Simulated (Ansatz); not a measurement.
CsPbI₃ (cubic perovskite, Pm-3m) at seven volumes, the program Ansatz at the LDA level (PAW), scaled uniformly. One row is withheld.

| V (Å³/atom) | P (GPa) |
|---|---|
| 41.963 | 2.41 |
| 43.346 | 1.46 |
| 44.730 | 0.67 |
| 46.113 | 0.00 |
| 47.496 | -0.56 |
| 48.880 | ? |
| 50.263 | -1.43 |

### Question
Fit the shown pressures and predict the withheld one.

### Answer
P = (3/2)B₀(x^(7/2) − x^(5/2))[1 + (3/4)(B′ − 4)(x − 1)] with x = (V₀/V)^(2/3). Least squares on the six rows gives V₀ = 46.114 Å³/atom, B₀ = 20.4 GPa, B′ = 4.77. At V = 48.880, x = 0.9619 and P = -1.03 GPa. The run itself gave -1.03 GPa.

This is a known high-temperature phase of the composition, computed here at zero pressure and temperature. The LDA relaxation kept the symmetry of its start; of distortions, only those at the zone centre were tested, and some modes there are weakly imaginary. Scalar-relativistic: spin–orbit coupling is off unless named, which matters more the heavier the elements.

Potentials: the later of the program's two PAW sets.
